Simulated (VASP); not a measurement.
# TiO2 (Anatase) (I4_1/amd) in VASP: single point with r2SCAN

Aim: the single point of TiO2 (Anatase) with r2SCAN.

Program: VASP 6.6.1. These are calculated values, not measurements. Logs are shortened: lines on timing, memory, paths and dates and some standing lists are left out, and cuts for length are marked.

### Step 1. Starting point

Symmetry: I4_1/amd, No. 141, tetragonal system. Conventional cell: a = 3.778 Å, b = 3.778 Å, c = 9.583 Å, α = 90.00°, β = 90.00°, γ = 90.00°. Around Ti (site symmetry -4m2) lie 6 O at 1.93 to 1.99 Å. O (site symmetry 2mm) is surrounded by 3 Ti at 1.93 to 1.99 Å.

### Step 2. Single point, r2SCAN

Contents of POSCAR:

```
TiO2
1.0
   -1.8889611520      1.8889611520      4.7917440996
    1.8889611520     -1.8889611520      4.7917440996
    1.8889611520      1.8889611520     -4.7917440996
Ti O
2 4
Direct
    0.0000000000      0.0000000000      0.0000000000
    0.7500000000      0.2500000000      0.5000000000
    0.2072814064      0.2072814064      0.0000000000
    0.9572814064      0.4572814064      0.5000000000
    0.5427185936      0.0427185936      0.5000000000
    0.7927185936      0.7927185936      0.0000000000
```

Contents of INCAR.step1:

```
SYSTEM = TiO2
ALGO     = Normal         ! electronic algorithm
EDIFF    = 1E-4           ! SCF threshold, eV
ENCUT    = 520            ! plane-wave cutoff, eV
GGA      = PE             ! functional
ISMEAR   = 0              ! smearing method
LASPH    = .True.         ! aspherical terms in the spheres
LCHARG   = .False.        ! write CHGCAR
LREAL    = .False.        ! projectors in reciprocal space
LWAVE    = .True.         ! write WAVECAR
NBANDS   = 33             ! bands
NELM     = 100            ! most SCF steps
PREC     = Accurate       ! precision mode
SIGMA    = 0.02           ! smearing width, eV
```

Contents of INCAR.step2:

```
SYSTEM = TiO2
ALGO     = Normal         ! electronic algorithm
EDIFF    = 1E-7           ! SCF threshold, eV
ENCUT    = 520            ! plane-wave cutoff, eV
ISIF     = 2              ! what is computed and relaxed
ISMEAR   = 0              ! smearing method
ISTART   = 1            
LASPH    = .True.         ! aspherical terms in the spheres
LCHARG   = .False.        ! write CHGCAR
LMIXTAU  = .True.       
LREAL    = .False.        ! projectors in reciprocal space
LWAVE    = .False.        ! write WAVECAR
METAGGA  = R2SCAN         ! meta-GGA
NBANDS   = 33             ! bands
NELM     = 100            ! most SCF steps
PREC     = Accurate       ! precision mode
SIGMA    = 0.02           ! smearing width, eV
```

Contents of KPOINTS:

```
k-points
0
Gamma
  8 8 8
  0 0 0
```

Potentials or basis: VASP PAW PBE potentials, release 64 (Ti_sv, O).

Started as:

```console
$ cat potpaw_PBE.64/Ti_sv/POTCAR potpaw_PBE.64/O/POTCAR > POTCAR
$ cp INCAR.step1 INCAR
$ mpirun -np 1 vasp_std > vasp.out
$ cp INCAR.step2 INCAR
$ mpirun -np 1 vasp_std > vasp.out
```

OUTCAR:

```text
SYSTEM = TiO2
   EDIFF = 1E-7
   ENCUT = 520
   ISIF = 2
   ISMEAR = 0
   ISTART = 1
   LASPH = .True.
   LREAL = .False.
   METAGGA = R2SCAN
   NELM = 100
   PREC = Accurate

 ion  position               nearest neighbor table
   1  0.000  0.000  0.000-   5 1.93   4 1.93   5 1.93   4 1.93   3 1.99   6 1.99
   2  0.750  0.250  0.500-   6 1.93   3 1.93   6 1.93   3 1.93   4 1.99   5 1.99
   3  0.207  0.207  0.000-   2 1.93   2 1.93   1 1.99
   4  0.957  0.457  0.500-   1 1.93   1 1.93   2 1.99
   5  0.543  0.043  0.500-   1 1.93   1 1.93   2 1.99
   6  0.793  0.793  0.000-   2 1.93   2 1.93   1 1.99

  LATTYP: Found a body centered tetragonal cell.
 ALAT       =     3.7779223040
 C/A-ratio  =     2.5367086531

  Lattice vectors:

 A1 = (  -1.8889611520,   1.8889611520,   4.7917440996)
 A2 = (   1.8889611520,  -1.8889611520,   4.7917440996)
 A3 = (   1.8889611520,   1.8889611520,  -4.7917440996)

Analysis of symmetry for initial positions (statically):
=====================================================================
 Subroutine PRICEL returns:
 Original cell was already a primitive cell.

 Routine SETGRP: Setting up the symmetry group for a
 body centered tetragonal supercell.

 Subroutine GETGRP returns: Found 16 space group operations
 (whereof  8 operations were pure point group operations)
 out of a pool of 16 trial point group operations.

The static configuration has the point symmetry D_2d.
 The point group associated with its full space group is D_4h.

Analysis of symmetry for dynamics (positions and initial velocities):
=====================================================================
 Subroutine PRICEL returns:
 Original cell was already a primitive cell.

 Routine SETGRP: Setting up the symmetry group for a
 body centered tetragonal supercell.

 Subroutine GETGRP returns: Found 16 space group operations
 (whereof  8 operations were pure point group operations)
 out of a pool of 16 trial point group operations.

The dynamic configuration has the point symmetry D_2d.
 The point group associated with its full space group is D_4h.

 Subroutine INISYM returns: Found 16 space group operations
 (whereof  8 operations are pure point group operations),
 and found     1 'primitive' translations

----------------------------------------------------------------------------------------

[... 103 lines left out ...]
   NSW    =      0    number of steps for IOM
   IBRION =     -1    ionic relax: 0-MD 1-quasi-New 2-CG
   NFREE  =      0    steps in history (QN), initial steepest desc. (CG)
   ISIF   =      2    stress and relaxation
   ISYM   =      2    0-nonsym 1-usesym 2-fastsym
   POTIM  = 0.5000    time-step for ionic-motion
   TEBEG  =    0.0;   TEEND  =   0.0 temperature during run
   PSTRESS=    0.0 pullay stress
   NELECT =      48.0000    total number of electrons
   NUPDOWN=      -1.0000    fix difference up-down
   EMIN   =  10.00;   EMAX   =-10.00  energy-range for DOS
   EFERMI =   0.00;   METHOD = LEGACY
   ISMEAR =     0;   SIGMA  =   0.02  broadening in eV -4-tet -1-fermi 0-gaus
   EFERMI_NEDOS =   21; number of points for ismear=-14 and -15
   IALGO  =     38    algorithm
   IMIX   =      4    mixing-type and parameters
     AMIX     =   0.40;   BMIX     =  1.00
     AMIX_MAG =   1.60;   BMIX_MAG =  1.00
  volume/ion in A,a.u.               =      11.40        76.92
  Fermi-wavevector in a.u.,A,eV,Ry     =   1.454863  2.749292 28.798440  2.116626
  Thomas-Fermi vector in A             =   2.571964
   LORBIT       =      0    0 simple, 1 ext, 2 COOP (PROOUT), +10 PAW based schemes
   METAGGA = R2SCAN    functional components
   LHFCALC =     F    Hartree Fock is set to
   AEXX    =    0.0000 exact exchange contribution
   IVDW    =     0    specifies the selected vdW correction
   LEPSILON=     F    determine dielectric tensor
   LRPA    =     F    only Hartree local field effects (RPA)
 non-spin polarized calculation
 Gauss-broadening in eV      SIGMA  =   0.02
  energy-cutoff  :      520.00
  volume of cell :       68.39
 maximum number of plane-waves:      1858
 NGX is ok and might be reduce to    42
   NGX = 21   NGY = 21   NGZ = 21

 number of electron      47.9999993 magnetization

 Free energy of the ion-electron system (eV)
  ---------------------------------------------------
  ext. energy  EPLUGINS =         0.00000000
  ---------------------------------------------------
  free energy    TOTEN  =       -69.85813950 eV

  energy without entropy =      -69.85813950  energy(sigma->0) =      -69.85813950

 E-fermi :   3.1020     XC(G=0): -11.4451

 val. band max:        2.9775344069   @ k =  -0.3750   0.3750   0.0000
 cond. band min:       5.5681376471   @ k =   0.0000   0.0000   0.0000
 fundamental gap:      2.5906032401
 Fermi energy:         3.1019758525

 k-point     1 :       0.0000    0.0000    0.0000
  band No.  band energies     occupation
      1     -55.5691      2.00000
      2     -55.5101      2.00000
      3     -30.9862      2.00000
      4     -30.7381      2.00000
      5     -30.7381      2.00000
      6     -30.6691      2.00000
[... 853 lines left out ...]
     32      10.0399      0.00000
     33      10.6595      0.00000

 [... further k-points ...]

------------------------ aborting loop because EDIFF is reached ----------------------------------------

  FORCE on cell =-STRESS in cart. coord.  units (eV):
  Direction    XX          YY          ZZ          XY          YZ          ZX
  --------------------------------------------------------------------------------------
  -------------------------------------------------------------------------------------
  Total        0.5477909      0.5477909      0.4623386      0.0000000     -0.0000000      0.0000000
  in kB       12.8329280     12.8329280     10.8310625      0.0000000     -0.0000000      0.0000000
  external PRESSURE =      12.1656395 kB  Pullay stress =       0.0000000 kB

 VOLUME and BASIS-vectors are now :
 -----------------------------------------------------------------------------
  energy-cutoff  :      520.00
  volume of cell :       68.39
      direct lattice vectors                 reciprocal lattice vectors
    -1.888961152  1.888961152  4.791744100     0.000000000  0.264695756  0.104346140
     1.888961152 -1.888961152  4.791744100     0.264695756  0.000000000  0.104346140
     1.888961152  1.888961152 -4.791744100     0.264695756  0.264695756  0.000000000

 POSITION                                       TOTAL-FORCE (eV/Angst)
 -----------------------------------------------------------------------------------
      0.00000      0.00000      0.00000         0.000000      0.000000     -0.000000
      0.00000      1.88896      2.39587         0.000000      0.000000     -0.000000
      0.00000      0.00000      1.98648         0.000000     -0.000000      0.026487
      0.00000      1.88896      4.38235        -0.000000      0.000000      0.026487
     -0.00000      1.88896      0.40939        -0.000000      0.000000     -0.026487
      0.00000      0.00000      7.59701         0.000000     -0.000000     -0.026487
 -----------------------------------------------------------------------------------
    total drift:                               -0.000000     -0.000000      0.000000

  FREE ENERGIE OF THE ION-ELECTRON SYSTEM (eV)
  ---------------------------------------------------
  free  energy   TOTEN  =       -69.8581394983 eV

  energy  without entropy=      -69.8581394983  energy(sigma->0) =      -69.85813950
```

OSZICAR.step1:

```text
N       E                     dE             d eps       ncg     rms          rms(c)
DAV:   1     0.661405940543E+03    0.66141E+03   -0.24329E+04  3894   0.169E+03
DAV:   2     0.279043931144E+02   -0.63350E+03   -0.58778E+03  4311   0.507E+02
DAV:   3    -0.660285988996E+02   -0.93933E+02   -0.92251E+02  5289   0.189E+02
DAV:   4    -0.708916060109E+02   -0.48630E+01   -0.48530E+01  5891   0.415E+01
DAV:   5    -0.710718594390E+02   -0.18025E+00   -0.18023E+00  5018   0.625E+00    0.322E+01
DAV:   6    -0.539415147128E+02    0.17130E+02   -0.78179E+01  5433   0.889E+01    0.109E+01
DAV:   7    -0.540486689044E+02   -0.10715E+00   -0.14859E+01  5227   0.325E+01    0.948E+00
DAV:   8    -0.539005957327E+02    0.14807E+00   -0.51961E-01  5070   0.615E+00    0.673E+00
DAV:   9    -0.538950613381E+02    0.55344E-02   -0.83243E-01  5456   0.104E+01    0.238E+00
DAV:  10    -0.538457408383E+02    0.49320E-01   -0.38603E-01  5381   0.617E+00    0.940E-01
DAV:  11    -0.538349703960E+02    0.10770E-01   -0.44341E-02  4983   0.146E+00    0.472E-01
DAV:  12    -0.538345972269E+02    0.37317E-03   -0.73421E-03  4799   0.100E+00    0.160E-01
DAV:  13    -0.538342248637E+02    0.37236E-03   -0.10886E-03  5319   0.361E-01    0.244E-02
DAV:  14    -0.538342118420E+02    0.13022E-04   -0.11124E-04  3049   0.118E-01
   1 F= -.53834212E+02 E0= -.53834212E+02  d E =-.233791E-56
```

Wall time 12 min (1 thread of Intel Xeon Platinum 8559C (Emerald Rapids), shared host); peak memory 0.33 GiB.

Results:

```
Free energy            : -69.8581 eV
Pressure               : 1.2 GPa
Largest force          : 0.026 eV/Å
Band gap on the k mesh : 2.59 eV, indirect (least direct gap 2.90 eV)
```

Forces on the atoms (eV/Å):
```
Ti   0.000  0.000  0.000
Ti   0.000  0.000  0.000
O    0.000  0.000  0.026
O    0.000  0.000  0.026
O    0.000  0.000 -0.026
O    0.000  0.000 -0.026
```

Levels at points of the mesh, in eV from the valence-band top:
| k point | band 20 | band 21 | band 22 | band 23 | band 24 | band 25 | band 26 | band 27 | band 28 | band 29 |
| --- | --- | --- | --- | --- | --- | --- | --- | --- | --- | --- |
| (0.00, 0.00, 0.00) | -0.80 | -0.76 | -0.76 | -0.44 | -0.44 | 2.59 | 3.31 | 4.50 | 4.50 | 4.51 |
| (0.50, 0.00, 0.00) | -1.97 | -1.92 | -0.93 | -0.84 | -0.65 | 3.71 | 3.99 | 4.04 | 4.09 | 4.76 |
| (0.50, 0.50, 0.00) | -2.68 | -2.05 | -2.05 | -0.01 | -0.01 | 3.77 | 3.77 | 4.24 | 4.24 | 5.37 |
| (0.50, 0.50, 0.50) | -1.37 | -1.26 | -1.26 | -0.09 | -0.09 | 2.94 | 2.94 | 4.26 | 4.26 | 4.76 |

Caveat: the PAW data sets were made with another functional, which shifts forces and pressure a little. r2SCAN opens gaps a little over a GGA but as a rule still falls short of measured ones.
